**Q:** I have to relax gallium arsenide before computing anything else, and I can choose among five gradient-corrected functionals, each with the D3 dispersion correction. How much can that choice matter?

**A:** About a percent in a length and three times that in a volume. Relaxing the cell instead of keeping the starting one gains only around a hundredth of an electronvolt per cell. Those are the sizes to remember for an ordinary choice, but they concern the cell alone: energies of formation or reaction can depend on the functional far more strongly. One of the five does about twice as badly in length, and you should know which before you start.

VASP 6.6.1 relaxations of the two-atom primitive cell of GaAs: plane-wave DFT with D3 dispersion and the recommended PBE PAW potentials, without spin polarisation or spin–orbit coupling. The cutoff is 600 eV, the k mesh 8 × 8 × 8 and the Fermi–Dirac smearing 0.05 eV. Volume changes are relative to the common starting cell; lengths are primitive-cell edges.

| functional | volume change (%) | relaxed length a (Å) | relaxed length b (Å) | relaxed length c (Å) |
| --- | --- | --- | --- | --- |
| PBE | 2.920 | 4.036 | 4.036 | 4.036 |
| PBEsol | -1.340 | 3.980 | 3.980 | 3.980 |
| revPBE | 2.740 | 4.034 | 4.034 | 4.034 |
| RPBE | 3.590 | 4.045 | 4.045 | 4.045 |
| BLYP | 6.540 | 4.083 | 4.083 | 4.083 |

**Q:** The relaxed lengths are near 4 Å, but the starting crystal has a cubic edge of 5.65 Å. Did the crystal collapse?

**A:** No, those are two descriptions of the same lattice. The table lists edges of the primitive cell, which holds two atoms; multiply by √2 to get the edge of the familiar cube. For PBE that gives 4.036 Å × 1.414 = 5.71 Å. In every row the three lengths agree and the angles between them stay at 60°, so the crystal stays cubic and each functional delivers just one structural result.

**Q:** Then which one gets the cell right?

**A:** PBEsol comes closest to the starting cell, and it is the only one that contracts, by 1.3% in volume. PBE, revPBE and RPBE expand by roughly 3%, and BLYP by 6.5%. The starting edge agrees with the room-temperature crystal as I recall it, so these changes can be read as approximate errors. The calculation leaves out thermal and zero-point motion, which swell the real crystal by somewhat under one percent in volume. Part of the PBEsol contraction is therefore what a good functional should give, whereas an expansion is not.

**Q:** Why should functionals of the same kind disagree about something as basic as size?

**A:** They differ in how much they lower the energy where the electron density varies rapidly. Stretching a crystal thins the density between the atoms and makes its relative variation stronger. A functional that rewards such variation generously therefore favours a larger cell. PBEsol was built with a weaker reward than PBE, while revPBE and RPBE have a stronger one. BLYP has a different construction and is known to bind extended solids too weakly. This is standard theory; the table shows the resulting cells but doesn't isolate the exchange term.

**Q:** If revPBE rewards variation more than PBE, why do the two give nearly the same cell?

**A:** The likely reason is D3, which adds an attraction between atoms and is tuned separately for each functional. In these runs the D3 energy is 0.80 eV per cell with revPBE but 0.44 eV with PBE. Without dispersion, revPBE is known to give larger cells than PBE, so the stronger pull would bring it back. No runs without D3 are at hand to confirm this. The remaining difference of 0.2 percentage points in volume is too small to rank the two, since convergence with mesh and cutoff was not tested and both functionals run on potentials made for PBE.

**Q:** Can an attraction of less than one electronvolt really move the volume that much?

**A:** Yes, because the volume responds to the slope of the energy, not to its size. For an undamped attraction falling as the sixth power of distance, the energy E varies as 1/V², where V is the cell volume. The inward pressure is then 2|E|/V, a few gigapascals here. The crystal's stiffness is near 70 GPa, so the squeeze would be several percent of the volume. D3 damps the attraction at short distances, which can weaken the pull between close pairs or even reverse it, so the true squeeze may well be smaller. Even a third of the estimate would be comparable with many of the differences you are trying to judge, and a functional's name without its dispersion setting is an incomplete description.

**Q:** So does BLYP expand because its D3 attraction is too weak?

**A:** The numbers speak against that, though they give the size of the D3 energy and not its slope. BLYP has the largest D3 energy of the five and still the largest cell. The likelier cause is that its underlying functional favours expansion strongly enough to outweigh the added pull. Switching on a dispersion correction doesn't by itself make a functional suitable for a covalent solid.

**Q:** You said the energy hardly changes. How can a 3% volume error cost so little?

**A:** Near its minimum, the energy curve is a parabola. The first-order term vanishes there, so the energy lost by using a slightly wrong cell grows with the square of the misfit:

ΔE = ½ B V x²

Here B is the bulk modulus, the resistance to uniform compression; V is the relaxed volume, and x is the volume misfit divided by V. Halve the misfit and the energy cost falls to a quarter. For PBE, keeping the starting cell instead of relaxing it costs only 8 meV per cell.

**Q:** Does one stiffness serve all five functionals?

**A:** Nearly. I fitted a single B to the energy gains of the four rows that keep a band gap and obtained 68.5 GPa, or 0.428 eV/Å³. BLYP was left out because its run is metallic and its strain is the largest, where a parabola is least secure. The printed analysis after this exchange gives the details. A parabola is expected for any small strain; the informative part is that one value serves four functionals with different preferred volumes. It is an average over the path from the common starting cell, though. At their own relaxed volumes the stiffnesses are expected to differ more, with the larger cells softer.

**Q:** Could you work out BLYP, since it wasn't in the fit?

**A:** Its volume grows by 6.54%, so the misfit relative to the relaxed cell is x = 6.54/106.54 = 0.0614. The starting cell holds two atoms at 22.59 Å³ each, so the relaxed volume is V = 2 × 22.59 Å³ × 1.0654 = 48.13 Å³. The formula gives ½ × 0.428 × 48.13 × 0.0614² ≈ 0.039 eV, or 39 meV per cell. The calculation gives 37 meV, so the estimate is about 6% too high. A larger cell is usually softer, which a single B ignores; that would explain the direction of the miss, though this one row can't prove it.

**Q:** As an engineer, what accuracy should I ask for?

**A:** It depends on what you do with the cell. For a starting structure or a picture of the bonding, PBE, revPBE and RPBE are equally good: their Ga–As bonds lengthen by only 0.02 to 0.03 Å. For matching crystal layers, a few tenths of a percent in length already matter. Errors of about 1% are then too large if you set the computed edge against a measured substrate; if both layers are computed alike, part of the error is expected to cancel. PBEsol, at 0.4% below the starting length, is the best of the five for that purpose, but it still needs a check against a measured lattice parameter.

**Q:** And if I want the band gap?

**A:** Then none of these levels is enough. PBEsol gives the largest gap, 0.56 eV, while the real one is roughly 1.4 eV as I recall it. Functionals of this kind are known to underestimate gaps, and the missing spin–orbit coupling would reduce the computed values further. BLYP shows no gap on this mesh, and its run is classed as metallic; its overstretched cell probably has a share in that.

**Q:** Would a better cell repair the gap?

**A:** Only in part. Stretching the bonds lowers the bottom of the conduction band relative to the top of the valence band, so an oversized cell narrows the gap. But revPBE and PBE have almost the same cell, and their gaps still differ by 0.1 eV. Using a typical sensitivity of this gap to volume, the small difference in cell explains only about a hundredth of an electronvolt. Most of the difference is expected to come from how each functional treats the electrons, because the D3 energy depends only on the atoms' positions and leaves the equations for the electrons unchanged. With revPBE, the potentials made for PBE may add a share. The same sensitivity suggests that PBEsol owes its larger gap to its smaller cell, not to a better treatment of the electrons.

**Q:** Does the better choice cost more?

**A:** Not in any way that should decide it. All five use the density and its gradient, so their work grows with system size in the same way, and D3 adds very little. A hybrid functional, which includes exact exchange, is the usual step towards a better gap and costs far more in a periodic solid. It makes sense to spend that effort on a cell already relaxed at the cheaper level.

**Q:** What would you do tomorrow morning?

**A:** I would relax with PBEsol twice, with D3 and without, and compare both edges with a measured one from which the swelling by thermal and zero-point motion has been removed. Then I would compute the gap at a higher level in the better cell, held fixed. PBEsol alone is already known to describe such solids well, so the added attraction may be what makes the cell too small. How much of the 1.3% contraction belongs to D3 is the question this table leaves open, and the inexpensive run without D3 would answer it.

The analysis program printed:

```
Cell and bond:
     row  conventional_edge_A  edge_change_percent  bond_A  bond_change_A
     PBE                5.708                0.964   2.472        0.02354
  PBEsol                5.629              -0.4487   2.437       -0.01076
  revPBE                5.705               0.9051    2.47        0.02231
    RPBE                 5.72                1.183   2.477        0.02905
    BLYP                5.774                2.134     2.5        0.05232
Energy, stiffness, D3 and gap:
     row  energy_gain_meV_per_cell  implied_B_GPa  D3_attraction_eV_per_cell  direct_gap_eV
     PBE                     7.945          68.02                     0.4358          0.305
  PBEsol                     1.837          71.59                     0.3634         0.5568
  revPBE                     7.156          69.45                     0.8013         0.4104
    RPBE                        12          68.39                     0.6804         0.3816
    BLYP                     36.74          64.91                     0.8338              0
fit of gain on 4 rows (egap > 0): coefficient of work 68.54 +/- 0.34; rms 0.0697, worst revPBE -0.0943, leave-one-out rms 0.0863
  rows outside the fit (model, value, miss): BLYP 38.8, 36.74, 2.05
Span of volume change over all rows (percentage points): 7.88
Volume step PBEsol to PBE (percentage points): 4.26
Volume step PBE to RPBE (percentage points): 0.67
Volume step RPBE to BLYP (percentage points): 2.95
Volume PBE less revPBE (percentage points): 0.18
Largest volume change still owed to residual pressure (percent): 0.1023
Volume PBE less revPBE after pressure correction (percentage points): 0.2264
Ratio of D3 energies revPBE to PBE: 1.839
Order of magnitude of D3 squeeze, smallest row (percent of volume): 3.65
Order of magnitude of D3 squeeze, largest row (percent of volume): 8.551
Gap revPBE less PBE (eV): 0.1054
Rough part of that gap difference due to volume (eV): 0.014
```
